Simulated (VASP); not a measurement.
Here is a VASP 6.6.1 calculation.

File INCAR:

```
SYSTEM = CaO
  ALGO = Normal
  EDIFF = 1E-6
  ENCUT = 520
  GGA = CA
  ISIF = 2
  ISMEAR = 0
  LASPH = .TRUE.
  LCHARG = .FALSE.
  LREAL = .FALSE.
  LWAVE = .FALSE.
  NBANDS = 24
  NELM = 100
  PREC = Accurate
  SIGMA = 0.05
```

Contents of KPOINTS:

```
k-points
0
G
  9 9 6
  0 0 0
```

POSCAR

```
CaO
1.0
    3.9919758245      0.0000000000      0.0000000000
   -1.9959879122      3.4571524753      0.0000000000
    0.0000000000      0.0000000000      5.0240820105
Ca O
2 2
Direct
    0.3333333333      0.6666666667      0.7500000000
    0.6666666667      0.3333333333      0.2500000000
    0.3333333333      0.6666666667      0.2500000000
    0.6666666667      0.3333333333      0.7500000000
```

Potentials or basis: VASP PAW LDA potentials, release 64 (Ca_sv, O).

Launch:

```sh
$ cat potpaw_LDA.64/Ca_sv/POTCAR potpaw_LDA.64/O/POTCAR > POTCAR
$ mpirun -np 1 vasp_std > vasp.out
```

Task: Predict the band gap on the k mesh.

Result: 2.92 eV, direct.

Task: What does it give for the pressure?

Result: -8.5 GPa.

Stress tensor (GPa, compression positive):
```
 -6.83   0.00   0.00
  0.00  -6.83   0.00
  0.00   0.00 -11.78
```

Caveat: an odd mesh through Γ misses points on the zone boundary, where band edges often lie.
